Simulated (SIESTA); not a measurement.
Ti2O in SIESTA: the effect of basis

The system is Ti2O.

```xyz
3
Lattice="2.9194 0.0000 0.0000 -1.4597 2.5283 0.0000 0.0000 0.0000 4.7130" Properties=species:S:1:pos:R:3 pbc="T T T"
Ti    0.0000    1.6855    3.3993
Ti    1.4597    0.8428    1.3137
O     0.0000    0.0000    0.0000
```

Alike in all runs:

- Program: SIESTA 5.4.2
- Task: band structure
- Functional: PBEsol
- Potentials or basis: PseudoDojo 0.4 standard (PBEsol files)
- Grid cutoff: 800 Ry
- Energy shift: 0.003 Ry
- k mesh: 10 × 10 × 6
- Occupations: fermi-dirac, width 0.05 eV
- Spin: no spin polarisation

```csv
basis,pressure (GPa),largest force (eV/Å)
SZ,-2.0,0.75
SZP,8.6,1.32
DZ,?,?
DZP,6.0,1.19
TZP,5.0,1.29
TZDP,5.0,1.31
```

What does the run with basis DZ give?

Pressure 5.7 GPa; largest force 0.94 eV/Å.

Caveats: the basis of atomic orbitals isn't converged, which shifts pressures, moduli and gaps; forces of over 1 eV/Å show positions far from the minimum, so gaps and moduli don't describe the material at rest (some runs); the basis has no polarisation orbitals (some runs).
